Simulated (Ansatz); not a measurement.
# TiAl3: the cost of one run

Computed with Ansatz 0.2.0 (DFT PBE, scalar-relativistic, plane waves, PAW, unless a step's input says otherwise).

## 1. Starting point

Symmetry: P6_3/mmc, No. 194, hexagonal system. The conventional cell has a = 6.048 Å, b = 6.048 Å, c = 4.718 Å, α = 90.00°, β = 90.00°, γ = 120.00°. Ti (site symmetry -6m2) is surrounded by 12 Al at 2.87 to 3.03 Å. Around Al (site symmetry mm2) lie 8 Al at 2.83 to 3.22 Å and 4 Ti at 2.87 to 3.03 Å.

As a file:

```cif
data_structure
_symmetry_space_group_name_H-M 'P6_3/mmc'
_symmetry_Int_Tables_number 194
_cell_length_a 6.0480
_cell_length_b 6.0480
_cell_length_c 4.7182
_cell_angle_alpha 90.000
_cell_angle_beta 90.000
_cell_angle_gamma 120.000
_cell_volume 149.46
loop_
_atom_site_label
_atom_site_type_symbol
_atom_site_symmetry_multiplicity
_atom_site_Wyckoff_symbol
_atom_site_fract_x
_atom_site_fract_y
_atom_site_fract_z
_atom_site_occupancy
Ti1 Ti 2 d 0.66667 0.33333 0.25000 1
Al1 Al 6 h 0.17746 0.35493 0.25000 1
```

Recipe of the guess: species swapped into a database cell of La3Mg (P6_3/mmc, No. 194), with Al on the La sites and Ti on the Mg sites. Lengths come from tabulated atomic sizes and are only a guess.

## 2. A first look at the guess

input.yaml reads:

```yaml
crystal:
  lattice:
    - [6.04799409, 0.0, 0.0]
    - [-3.02399704, 5.23771652, 0.0]
    - [0.0, 0.0, 4.71822197]
  atoms:
    - { symbol: Ti, position: [0.66666667, 0.33333333, 0.25] }
    - { symbol: Ti, position: [0.33333333, 0.66666667, 0.75] }
    - { symbol: Al, position: [0.17746356, 0.35492712, 0.25] }
    - { symbol: Al, position: [0.17746356, 0.82253644, 0.25] }
    - { symbol: Al, position: [0.64507288, 0.82253644, 0.25] }
    - { symbol: Al, position: [0.35492712, 0.17746356, 0.75] }
    - { symbol: Al, position: [0.82253644, 0.17746356, 0.75] }
    - { symbol: Al, position: [0.82253644, 0.64507288, 0.75] }
basis:
  ecutwfc: 420
kpoints:
  mp_grid: { grid: [3, 3, 4] }
hamiltonian:
  xc: pbe
scf:
  occupations: { method: gaussian, width: 0.1 }
  lower_state_search: "off"
output:
  forces: true
  stress: true
  eigenvalues: true
```

Command:

```sh
$ ansatz run input.yaml --threads 1 --pin off --max-ram 2560MiB --backend cpu --events-out ev --progress --plain --runs-dir out
```

**Question.** How long does this run take on 1 thread of AMD EPYC 9R45 (Zen 5), shared host, and how much memory does it need?

About 1.4 s, with a peak of 0.41 GiB.
